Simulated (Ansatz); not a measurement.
Runs of Ansatz 0.2.0 on AlN. Symmetry: F-43m, No. 216, cubic system. The conventional cell has a = 4.368 Å, b = 4.368 Å, c = 4.368 Å, α = 90.00°, β = 90.00°, γ = 90.00°. Al (site symmetry -43m) is surrounded by 4 N at 1.89 Å. N (site symmetry -43m) has 4 Al at 1.89 Å as nearest neighbours. Measurements of this composition are mostly on another form, of space group No. 186.

```tsv
task	level	k mesh	smearing	points for each segment of the path	atoms under strain	gap on the mesh (eV)	pressure (GPa)	V0 of scaled cells (Å³/atom)	B0 (GPa)
equation of state	BPBE	10 × 10 × 10	fermi-dirac 0.05 eV	-	-	-	-	(c)	193
band structure	HISS	6 × 6 × 6	fermi-dirac 0.05 eV	4	-	5.30	-3.3	-	-
elastic constants	PBEsol	9 × 9 × 9	fixed	-	clamped	(a)	1.3	-	-
band structure	revPBE	10 × 10 × 10	fermi-dirac 0.05 eV	14	-	3.35	(b)	-	-
equation of state	BLYP	10 × 10 × 10	fermi-dirac 0.05 eV	-	-	-	-	10.83	186
```

Alike in all rows: potentials or basis Ansatz PAW; no spin polarisation; cell as given; cutoff (eV) 420.

**Question.** Fill in the values left out.

**Answer.** (a) 3.38; (b) 7.7; (c) 10.68.

Caveats: the PAW data sets come from PBE, with cores solved anew for the run's functional, which leaves a small shift of forces and pressure (some runs); the potentials were made for another functional, which shifts forces and pressure (some runs); the thresholds are loose for stress (some runs); odd divisions of the mesh miss points on the zone boundary, where band edges often lie, so the gap on the mesh can be too wide (some runs).

A k mesh can miss the band edges.

Runs at the PBE level aren't shown here.
